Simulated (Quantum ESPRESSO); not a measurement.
Crystal: Pd.

```
Pd
1.0
     0.00000    1.94650    1.94650
     1.94650    0.00000    1.94650
     1.94650    1.94650    0.00000
Pd
1
Cartesian
  0.0000 0.0000 0.0000
```

Program: Quantum ESPRESSO 7.5. Alike in all runs: task band structure; potentials or basis SG15 PBE 1.2; no spin polarisation; cell as given; cutoff (eV) 952; smearing fermi-dirac 0.05 eV.

**Question.** Order these runs on this cell by their pressure, lowest first.
A. level LDA; k mesh 12 × 12 × 12; SCF threshold 2e-10 Ry; form of the LDA correlation PZ81
B. level SCAN; k mesh 9 × 9 × 9; SCF threshold 1e-08 Ry; symmetry off
C. level AM05; k mesh 12 × 12 × 12; SCF threshold 2e-10 Ry
D. level optB88-vdW; k mesh 12 × 12 × 12; SCF threshold 2e-10 Ry
E. level RPBE; k mesh 12 × 12 × 12; SCF threshold 2e-10 Ry

**Answer.** A (-9.2 GPa), C (-4.0 GPa), B (-0.7 GPa), D (6.3 GPa), E (11.9 GPa).

Caveats: the potentials were made for another functional, which shifts forces and pressure.
